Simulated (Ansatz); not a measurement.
**In: properties at the relaxed cell**

An exercise on one series of results from a longer session: the logs are not shown, and one member is left open.

Computed with Ansatz 0.2.0 (DFT PBEsol, scalar-relativistic, plane waves, PAW, unless a step's input says otherwise).

1 further run of the same task is left out (set aside as unsound or not needed).

### The system as given

It takes space group I4/mmm (No. 139, tetragonal). Conventional cell: a = 3.195 Å, b = 3.195 Å, c = 4.997 Å, α = 90.00°, β = 90.00°, γ = 90.00°. In (site symmetry 4/mmm) is surrounded by 12 In at 3.19 to 3.37 Å.

As a file:

```
In
1.0
    -1.59744    1.59744    2.49867
     1.59744   -1.59744    2.49867
     1.59744    1.59744   -2.49867
In
1
Cartesian
  0.0000 0.0000 0.0000
```

It is the result of an earlier relaxation at this level (volume 25.50 Å³/atom; gap on the mesh: none (metal)).

The first run:

File input.yaml:

```yaml
crystal:
  lattice:
    - [-1.597442621, 1.597442621, 2.498673411]
    - [1.597442621, -1.597442621, 2.498673411]
    - [1.597442621, 1.597442621, -2.498673411]
  atoms:
    - { symbol: In, position: [0.0, 0.0, 0.0] }
basis:
  ecutwfc: 420
kpoints:
  mp_grid: { grid: [18, 18, 18] }
  band_path:
    path:
      - [[0.0, 0.0, 0.0], [0.0, 0.0, 0.5], [0.25, 0.25, 0.25], [0.0, 0.5, 0.0], [0.0, 0.0, 0.0], [0.5, 0.5, -0.5], [0.35218133, 0.64781867, -0.35218133]]
      - [[-0.35218133, 0.35218133, 0.35218133], [0.0, 0.0, 0.0]]
      - [[0.0, 0.0, 0.5], [-0.20436266, 0.20436266, 0.5]]
      - [[0.5, 0.5, -0.20436266], [0.5, 0.5, -0.5]]
    npoints: 14
hamiltonian:
  xc: pbesol
scf:
  occupations: { method: gaussian, width: 0.1 }
  n_extra_bands: 6
output:
  forces: true
  stress: true
  eigenvalues: true
  populations: true
  dos: { projected: true, de: 0.02, nscf_kmesh: { grid: [27, 27, 27] } }
  bader: true
  write_density: true
  write_potential: true
  elf: true
  volumetric_format: npy
```

On the command line:

```
ansatz run input.yaml --threads 1 --pin off --max-ram 2560MiB --backend cpu --events-out ev --progress --plain --runs-dir out
```

Steps of the session up to this table: Electronic structure at the relaxed geometry; The cell as listed, for comparison; Point at V/V0 = 0.97; Point at V/V0 = 1.03; The cell scaled to 0.94 of its volume; Point at V/V0 = 1.06; Point at V/V0 = 0.91; Volume × 1.10; Point at V/V0 = 0.88.

One of the session's tables, all rows but one given; the rest of the session is left out.

| volume (Å³/atom) | energy above the lowest point (meV/atom) | pressure (GPa) |
| --- | --- | --- |
| 22.444 | 66.8 | 8.01 |
| 23.209 | 34.9 | 5.42 |
| 23.974 | ? | ? |
| 24.740 | 3.3 | 1.48 |
| 25.505 | 0.0 | 0.00 |
| 26.270 | 3.1 | -1.22 |
| 27.035 | 11.6 | -2.23 |
| 28.055 | 29.5 | -3.30 |

Estimate the missing values for volume (Å³/atom) = 23.974.

Worked estimate for «energy above the lowest point (meV/atom)». A straight line through the neighbours (23.209, 34.9) and (24.740, 3.3) gives 34.9 + (3.3 − 34.9) × (23.974 − 23.209) / (24.740 − 23.209) = 19.1; a parabola fitted to 4 rows on both sides gives 14.3.

The run gave: energy above the lowest point (meV/atom): 14.4; pressure (GPa): 3.27. In «energy above the lowest point (meV/atom)» the line misses by +4.7 and the parabola by -0.1.
